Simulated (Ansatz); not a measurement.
# Phonons of AlAs (F-43m) against volume, part 2 of 3

Aim: how do the optical modes of AlAs (F-43m) move with volume?

Ansatz 0.2.0; DFT PBE, scalar-relativistic, plane waves, PAW; PAW set soft_1.

So far. Step 3 (Tight relaxation): The forces vanish by symmetry and the pressure is 0.006 GPa, within the tolerances set. The cell now holds 23.49 Å³/atom.

### 4. Zone-centre response at rest

The modes at rest are the reference of the series, and the response to a field gives the dielectric tensor and the Born charges.

The input, input.yaml:

```yaml
crystal:
  lattice:
    - [0.0, 2.8640192811, 2.8640192811]
    - [2.8640192811, 0.0, 2.8640192811]
    - [2.8640192811, 2.8640192811, 0.0]
  atoms:
    - { symbol: Al, position: [0.0, 0.0, 0.0] }
    - { symbol: As, position: [0.75, 0.75, 0.75] }
kpoints:
  mp_grid: { grid: [12, 12, 12] }
hamiltonian:
  xc: pbe
  pseudopotentials: { kind: paw, azcp: { folder: soft_1 } }
scf:
  occupations: { method: fixed }
output:
  eigenvalues: true
phonons:
  method: dfpt
  dielectric: true
  rigid_motions: translations
  raman: true
```

Run with:

```
$ ansatz run input.yaml --threads 4 --pin off --max-ram 10240MiB --backend cpu --events-out ev --progress --plain --runs-dir out
```

Numbers of over 12 decimals in the logs are rounded to 6 here.

Output:

```text
[...]
Crystal: 2 atoms, lattice volume = 46.985 Å³
Basis set: ecut = 420 eV, 941 PW (Γ), exchange–correlation on 60×60×60 points (8 copies of the dense FFT grid, shifted against one another)
Bands: 13, of which v1, the nominal top of the filled ones, is band 9 counted from 1 (8 counted from 0)
Symmetry: 24 space group operations
k-points: 280 of 1728 (irreducible under 4 space group operations, time reversal used)
[...]
SCF iter   1: F=—  HF=-5394.743495 eV  |F-HF|=—  |Δ(HF+E_count)|=         —  Δρ=3.51e-2  dr2=6.55e-1  ethr=3.10e-3  ⟨swp⟩=4.6  Hψ=18702  notcnv=0  defer=458
[...]
SCF iter   8: F=-5394.624367 eV  HF=-5394.624367 eV  |F-HF|=2.64e-11  |Δ(HF+E_count)|=   1.77e-9  Δρ=2.06e-7  dr2=1.91e-11  ethr=1.00e-12  ⟨swp⟩=8.1  Hψ=22188  notcnv=0
SCF 1 converged in 8 iterations: F = -5394.624367 eV  dr2 = 1.91e-11
[...]
NSCF: frozen V_eff on 1 k-points
DFPT response loops at Γ: preconditioner auto → none (the input reference at scf.mixing.eps_inf says where Resta's filter doesn't serve); β = 0.50; Broyden in place of MSR1
── the response to a field inside a basis, on 12×12×12 k-points: an SCF that follows is theirs, and a resumed run solves both again ──
Bands: 10, of which v1, the nominal top of the filled ones, is band 9 counted from 1 (8 counted from 0)
k-points: 182
[...]
Eigensolver: Dense (182 Hₖ)
SCF iter   1: F=—  HF=-5394.622833 eV  |F-HF|=—  |Δ(HF+E_count)|=         —  Δρ=6.35e-5  dr2=7.28e-7  ethr=1.00e-1
[...]
SCF iter   5: F=-5394.622834 eV  HF=-5394.622834 eV  |F-HF|=6.73e-11  |Δ(HF+E_count)|=  9.67e-10  Δρ=2.89e-7  dr2=2.93e-11  ethr=2.81e-12
SCF 1 converged in 5 iterations: F = -5394.622834 eV  dr2 = 2.93e-11
[...]
WARN: field response: ε∞ stands inside a basis, on 12×12×12 points; the force constants stand on the 12×12×12 k-mesh, whose period is 13.29 times the interband length at k = (0.0000, 0.0000, 0.0000), direct gap 1.779 eV, under 14: take them and everything formed from them as unconverged, and compare with a denser kpoints.mp_grid
SCF converged after 8 iterations
Free energy (F): -5394.624367 eV
[...]
Internal energy: -5394.624367 eV  (E = F + TS)
E sigma→0 (E₀):  -5394.624367 eV
Fermi energy:    5.736436 eV
[...]
--- Band table (eV; the first three rows and the last of 280) ---
  k-point 0: bands = [... 5 lower, -5.9311, 5.7364, 5.7364, 5.7364, 7.5154, 9.9792, 9.9792, 9.9792]
  k-point 1: bands = [... 5 lower, -5.8658, 4.9472, 5.6632, 5.6632, 8.0703, 10.0787, 10.1115, 10.1115]
  k-point 2: bands = [... 5 lower, -5.6761, 3.6643, 5.4839, 5.4839, 8.3817, 10.4016, 10.4016, 10.7818]
  k-point 279: bands = [... 5 lower, -4.0550, 0.7545, 2.7011, 3.0400, 10.0528, 11.2024, 11.3213, 11.7629]
--- Phonons (Γ-DFPT): 2 representative perturbations + reference, on 280 of 1728 k-points (Σ response iterations 6) ---
  k mesh reduced under 4 symmetry operations, with k and −k counted as one. Each operation leaves every solved perturbation unchanged. A smaller set is not considered because the run solves the response to a homogeneous field
  ASR residual: 1.203e-4 → 0.000e0 eV/Å²; symmetrization residual: 1.665e-6 eV/Å²
  ASR residual per site (eV/Å²): 3.17e-5 1.20e-4
  Γ frequencies (cm⁻¹): 0.00 0.00 0.00 345.39 345.39 345.39
  ε∞ (high-frequency dielectric tensor):
        9.493454    -0.000000     0.000000
       -0.000000     9.493454     0.000000
        0.000000     0.000000     9.493454
  ε⁰ (static dielectric tensor: ions relaxed, cell fixed):
       11.562271     0.000000     0.000000
        0.000000    11.562271    -0.000000
        0.000000    -0.000000    11.562271
  ε⁰ − ε∞ (ionic part):
        2.068817     0.000000     0.000000
        0.000000     2.068817    -0.000000
        0.000000    -0.000000     2.068817
  softest optical mode at Γ: 345.39 cm⁻¹; the repairs (sum rule, projections) moved no ω² at Γ by more than (0.73 cm⁻¹)²
  Born effective charges Z* (e; rows j = field, columns β = displacement):
    site 0:
         2.16214    0.00000   -0.00000
         0.00000    2.16214   -0.00000
         0.00000    0.00000    2.16214
    site 1:
        -2.16214   -0.00000    0.00000
        -0.00000   -2.16214    0.00000
        -0.00000   -0.00000   -2.16214
  Z* charge neutrality: 1.208e-4 e pre-enforcement
  solved inside a basis spanned on kpoints, on 12×12×12 k-points transformed towards the longest dipole: ε∞ is read to err by 2.8e-2, Z* by 1.6e-2 e (field_mesh: kpoints solves on kpoints); Z* is corrected for what the basis lacks
  Raman tensors (in the event stream and the table raman_tensors.tsv): an entry may err by 9.1e-3 Å², one of the second-order susceptibility by 8.2e-2 pm/V (basis, points and sum rule); their sum over the sites missed zero by 2.600e-5 Å² ahead of its enforcement
  optical modes at Γ without the LO–TO term, one row a degenerate level:
      ω (cm⁻¹)  modes    IR ((D/Å)²/amu)  static Raman (Å⁴/amu)  depolarisation
        345.39      3            16.3104               284.0538           0.750
  optical modes at Γ + LO–TO along q̂ = [1.0000, 0.0000, 0.0000]:
      ω (cm⁻¹)  modes    IR ((D/Å)²/amu)  static Raman (Å⁴/amu)  depolarisation
        345.39      2            10.8736               189.3692           0.750
        381.17      1             5.4368               238.9258           0.750
  optical modes at Γ + LO–TO along q̂ = [0.0000, 1.0000, 0.0000]:
      ω (cm⁻¹)  modes    IR ((D/Å)²/amu)  static Raman (Å⁴/amu)  depolarisation
        345.39      2            10.8736               189.3692           0.750
        381.17      1             5.4368               238.9258           0.750
  optical modes at Γ + LO–TO along q̂ = [0.0000, 0.0000, 1.0000]:
      ω (cm⁻¹)  modes    IR ((D/Å)²/amu)  static Raman (Å⁴/amu)  depolarisation
        345.39      2            10.8736               189.3692           0.750
        381.17      1             5.4368               238.9258           0.750
```

Wall time 2.2 min (4 threads of Arm Neoverse V1, shared host); peak memory 1.4 GiB.

Reading the cycles: dr2 is the Hartree energy of the density residual (eV), the measure of convergence; HF is the Harris–Foulkes estimate of the energy, which meets the free energy F at convergence.

This step gave:

| Property | Result |
| --- | --- |
| sum-rule residual before enforcement | 1.20e-4 eV/Å² |
| miss of the charge sum rule | 1.21e-4 e |
| estimated error of the dielectric tensor | 0.02769 |
| estimated error of the Born charges | 0.01574 e |
| point group | -43m |
| highest optical mode at the zone centre (no LO-TO term) | 345.4 cm⁻¹ |
| lowest optical zone-centre mode | 345.4 cm⁻¹ |
| mean high-frequency dielectric constant | 9.493 |
| largest Born charge (third of the trace) | 2.162 e |
| mean static dielectric constant | 11.56 |
| top of the zone-centre spectrum with the field | 381.2 cm⁻¹ |

Without the LO-TO term. Patterns of degenerate modes are one choice out of their space. The modes at Γ (shares of kinetic energy by element, %):

```csv
mode,frequency (cm⁻¹),symmetry,Al %,As %
1,0.0,acoustic,26,74
2,0.0,acoustic,26,74
3,0.0,acoustic,26,74
4,345.4,T2,74,26
5,345.4,T2,74,26
6,345.4,T2,74,26
```

Displacements in mode 4 (345.4 cm⁻¹), the largest set to 1:
```
Al1  0.00  0.00  1.00
As2  0.00  0.00 -0.36
```

Optical modes at the zone centre, without and with the macroscopic field of the longitudinal modes; each column is sorted by frequency, so a row need not hold one and the same mode. Modes with and without the field, by row:

```csv
rank among optical modes,no field (cm⁻¹),"q along (1, 0, 0) (cm⁻¹)"
1,345.4,345.4
2,345.4,345.4
3,345.4,381.2
```

Born charge (rows field, columns displacement) (e), principal values of the symmetric part by kind of site:

```csv
atom,atoms with these values,low,middle,high,mean
Al1,1,2.16,2.16,2.16,2.16
As2,1,-2.16,-2.16,-2.16,-2.16
```

In full for As2:

```
-2.16  0.00  0.00
 0.00 -2.16  0.00
 0.00  0.00 -2.16
```

High-frequency dielectric tensor:

```
9.49 0.00 0.00
0.00 9.49 0.00
0.00 0.00 9.49
```

Static dielectric tensor (ions relaxed, fixed cell):

```
11.56  0.00  0.00
 0.00 11.56  0.00
 0.00  0.00 11.56
```

Transverse modes. Lines of the infrared spectrum (strongest = 100):

```csv
position (cm⁻¹),label,relative intensity
345,T2,100
```

Activity x (w_L - w)^4 (n + 1)/w, 532 nm, 300 K; the tensors are static ones, while 532 nm light lies above the computed direct gap, where resonance would change the heights; modes without the macroscopic field alone. Raman lines, with heights relative to the strongest:

```csv
position (cm⁻¹),label,relative intensity
345,T2,100
```

Before it was imposed, the acoustic sum rule was missed by 1.2e-4 eV/Å² and the charge sum rule by 1.2e-4 e. Small misses are needed for a sound result but don't prove that mesh and cutoff are converged. The lowest optical mode is real, 345 cm⁻¹.

The log warns of the k mesh: “the force constants stand on the 12×12×12 k-mesh, whose period is 13.29 times the interband length at k = (0.0000, 0.0000, 0.0000), direct gap 1.779 eV, under 14: take them and everything formed from them as unconverged”. So the frequencies of this run count as unconverged too.

### 5. Ground state of a member: 1.06 times the volume at rest

The cell is set to 1.06 times the volume at rest; symmetry leaves nothing else free, so this is a single point.

input.yaml, the sections that differ from step 4:

```yaml
crystal:
  lattice:
    - [0.0, 2.9201907827, 2.9201907827]
    - [2.9201907827, 0.0, 2.9201907827]
    - [2.9201907827, 2.9201907827, 0.0]
  atoms:
    - { symbol: Al, position: [0.0, 0.0, 0.0] }
    - { symbol: As, position: [0.75, 0.75, 0.75] }
output:
  forces: true
  stress: true
  eigenvalues: true
# kpoints, hamiltonian, scf: as in step 4
# phonons: removed
```

Output:

```text
[...]
Crystal: 2 atoms, lattice volume = 49.804 Å³
Basis set: ecut = 420 eV, 941 PW (Γ), exchange–correlation on 60×60×60 points (8 copies of the dense FFT grid, shifted against one another)
Bands: 13, of which v1, the nominal top of the filled ones, is band 9 counted from 1 (8 counted from 0)
Symmetry: 24 space group operations
[...]
k-points: 72 of 1728 (time reversal used)
[...]
SCF iter   1: F=—  HF=-5394.698568 eV  |F-HF|=—  |Δ(HF+E_count)|=         —  Δρ=3.29e-2  dr2=6.23e-1  ethr=3.10e-3  ⟨swp⟩=4.7  Hψ=4804  notcnv=0  defer=119
[...]
SCF iter   7: F=-5394.592526 eV  HF=-5394.592526 eV  |F-HF|=1.33e-9  |Δ(HF+E_count)|=   1.84e-7  Δρ=1.59e-6  dr2=1.58e-9  ethr=5.56e-10  ⟨swp⟩=6.0  Hψ=5032  notcnv=0
SCF 1 converged in 7 iterations: F = -5394.592526 eV  dr2 = 1.58e-9
[...]
SCF converged after 7 iterations
Free energy (F): -5394.592526 eV
[...]
Internal energy: -5394.592526 eV  (E = F + TS)
E sigma→0 (E₀):  -5394.592526 eV
Fermi energy:    5.151026 eV
[...]
--- Stress (GPa, compression-positive) ---
       -3.440331       0.000000      -0.000000
       -0.000000      -3.440331       0.000000
       -0.000000       0.000000      -3.440331
  P = ⅓ Tr σ = -3.4403 GPa (-34.403 kbar)
--- Band table (eV; the first three rows and the last of 72) ---
  k-point 0: bands = [... 5 lower, -6.2156, 5.1510, 5.1510, 5.1510, 6.4877, 9.2935, 9.2935, 9.2935]
  k-point 1: bands = [... 5 lower, -6.1553, 4.3352, 5.0821, 5.0821, 7.0959, 9.3717, 9.4182, 9.4182]
  k-point 2: bands = [... 5 lower, -5.9805, 3.1008, 4.9127, 4.9127, 7.4889, 9.6959, 9.6959, 9.9620]
  k-point 71: bands = [... 5 lower, -4.5225, 0.3155, 2.3232, 2.6363, 9.4441, 10.3106, 10.5188, 11.1110]
```

Run time: 1.2 s. Hardware: 4 threads; peak memory 0.36 GiB; 4.2 s of CPU time.

This step gave:

```yaml
pressure: -3.440 GPa
gap_on_the_k_mesh: 1.337 eV
volume_per_atom: 24.90 Å³
```

The forces vanish by symmetry, at a pressure of -3.44 GPa.

### 6. Zone-centre modes of the member: 1.06 times the volume at rest

The zone-centre modes follow for 1.06 times the volume at rest, with the response to a field.

input.yaml, as its differences from that of step 5:

```diff
@@ -16,4 +16,6 @@
 output:
-  forces: true
-  stress: true
   eigenvalues: true
+phonons:
+  method: dfpt
+  dielectric: true
+  rigid_motions: translations
```

Output:

```text
[...]
Crystal: 2 atoms, lattice volume = 49.804 Å³
Basis set: ecut = 420 eV, 941 PW (Γ), exchange–correlation on 60×60×60 points (8 copies of the dense FFT grid, shifted against one another)
Bands: 13, of which v1, the nominal top of the filled ones, is band 9 counted from 1 (8 counted from 0)
Symmetry: 24 space group operations
k-points: 280 of 1728 (irreducible under 4 space group operations, time reversal used)
[...]
SCF iter   1: F=—  HF=-5394.698533 eV  |F-HF|=—  |Δ(HF+E_count)|=         —  Δρ=3.29e-2  dr2=6.23e-1  ethr=3.10e-3  ⟨swp⟩=4.7  Hψ=18686  notcnv=0  defer=489
[...]
SCF iter   8: F=-5394.592526 eV  HF=-5394.592526 eV  |F-HF|=5.46e-12  |Δ(HF+E_count)|=   2.49e-9  Δρ=1.55e-7  dr2=1.21e-11  ethr=1.00e-12  ⟨swp⟩=8.2  Hψ=22141  notcnv=0
SCF 1 converged in 8 iterations: F = -5394.592526 eV  dr2 = 1.21e-11
[...]
Bands: 10, of which v1, the nominal top of the filled ones, is band 9 counted from 1 (8 counted from 0)
k-points: 280
[...]
Eigensolver: Dense (280 Hₖ)
SCF iter   1: F=—  HF=-5394.591078 eV  |F-HF|=—  |Δ(HF+E_count)|=         —  Δρ=6.33e-5  dr2=7.82e-7  ethr=1.00e-1
[...]
SCF iter   3: F=-5394.591079 eV  HF=-5394.591079 eV  |F-HF|=2.03e-8  |Δ(HF+E_count)|=   3.24e-7  Δρ=8.38e-6  dr2=3.21e-8  ethr=1.47e-9
SCF 1 converged in 3 iterations: F = -5394.591079 eV  dr2 = 3.21e-8
[...]
SCF converged after 8 iterations
Free energy (F): -5394.592526 eV
[...]
Internal energy: -5394.592526 eV  (E = F + TS)
E sigma→0 (E₀):  -5394.592526 eV
Fermi energy:    5.151058 eV
[...]
--- Band table (eV; the first three rows and the last of 280) ---
  k-point 0: bands = [... 5 lower, -6.2156, 5.1511, 5.1511, 5.1511, 6.4877, 9.2935, 9.2935, 9.2935]
  k-point 1: bands = [... 5 lower, -6.1553, 4.3353, 5.0821, 5.0821, 7.0959, 9.3717, 9.4182, 9.4182]
  k-point 2: bands = [... 5 lower, -5.9805, 3.1008, 4.9127, 4.9127, 7.4889, 9.6959, 9.6959, 9.9621]
  k-point 279: bands = [... 5 lower, -4.5225, 0.3155, 2.3232, 2.6364, 9.4442, 10.3106, 10.5188, 11.1111]
[...]
ASR residual: 6.454e-5 → 0.000e0 eV/Å²; symmetrization residual: 9.620e-7 eV/Å²
  ASR residual per site (eV/Å²): 2.19e-5 6.45e-5
  Γ frequencies (cm⁻¹): 0.00 0.00 0.00 322.87 322.87 322.87
  ε∞ (high-frequency dielectric tensor):
        9.976396     0.000000     0.000000
        0.000000     9.976396     0.000000
        0.000000     0.000000     9.976396
  ε⁰ (static dielectric tensor: ions relaxed, cell fixed):
       12.306150     0.000000     0.000000
        0.000000    12.306150     0.000000
        0.000000     0.000000    12.306150
  ε⁰ − ε∞ (ionic part):
        2.329754    -0.000000     0.000000
       -0.000000     2.329754     0.000000
        0.000000     0.000000     2.329754
[...]
Born effective charges Z* (e; rows j = field, columns β = displacement):
    site 0:
         2.20825   -0.00000    0.00000
         0.00000    2.20825    0.00000
        -0.00000   -0.00000    2.20825
    site 1:
        -2.20825    0.00000   -0.00000
        -0.00000   -2.20825   -0.00000
         0.00000    0.00000   -2.20825
  Z* charge neutrality: 8.557e-5 e pre-enforcement
[...]
optical modes at Γ without the LO–TO term, one row a degenerate level:
      ω (cm⁻¹)  modes    IR ((D/Å)²/amu)
        322.87      3            17.0135
  optical modes at Γ + LO–TO along q̂ = [1.0000, 0.0000, 0.0000]:
      ω (cm⁻¹)  modes    IR ((D/Å)²/amu)
        322.87      2            11.3423
        358.59      1             5.6712
  optical modes at Γ + LO–TO along q̂ = [0.0000, 1.0000, 0.0000]:
      ω (cm⁻¹)  modes    IR ((D/Å)²/amu)
        322.87      2            11.3423
        358.59      1             5.6712
  optical modes at Γ + LO–TO along q̂ = [0.0000, 0.0000, 1.0000]:
      ω (cm⁻¹)  modes    IR ((D/Å)²/amu)
        322.87      2            11.3423
        358.59      1             5.6712
```

Wall time 39 s (4 threads); peak memory 1 GiB; 2.5 min of CPU time.

This step gave:

```
sum-rule residual before enforcement                    : 6.45e-5 eV/Å²
miss of the charge sum rule                             : 8.56e-5 e
estimated error of the dielectric tensor                : 0.02827
highest optical mode at the zone centre (no LO-TO term) : 322.9 cm⁻¹
lowest optical zone-centre mode                         : 322.9 cm⁻¹
mean high-frequency dielectric constant                 : 9.976
largest Born charge (third of the trace)                : 2.208 e
mean static dielectric constant                         : 12.31
top of the zone-centre spectrum with the field          : 358.6 cm⁻¹
```

Without the LO-TO term. Patterns of degenerate modes are one choice out of their space. Modes at Γ, with each element's share of the kinetic energy:

```csv
mode,frequency (cm⁻¹),symmetry,Al %,As %
1,0.0,acoustic,26,74
2,0.0,acoustic,26,74
3,0.0,acoustic,26,74
4,322.9,T2,74,26
5,322.9,T2,74,26
6,322.9,T2,74,26
```

Transverse modes. Infrared lines, with heights relative to the strongest:

```csv
position (cm⁻¹),label,relative intensity
323,T2,100
```

The optical mode without the LO-TO term lies at 322.9 cm⁻¹.

The log warns of the k mesh: “the force constants stand on the 12×12×12 k-mesh, whose period is 12.05 times the interband length at k = (0.0000, 0.0000, 0.0000), direct gap 1.337 eV, under 14: take them and everything formed from them as unconverged”. So the frequencies of this run count as unconverged too.

[end of part 2 of 3]

[Logs are printed without paths, hosts, clocks, repeated set-up lines and the standing remarks that a program may print on its own settings, such as how far it seeks lower states.]

[Hosts, paths, dates, database ids (printed as entryN), source tags and the programs' standing remarks are cut or masked in the printed files.]
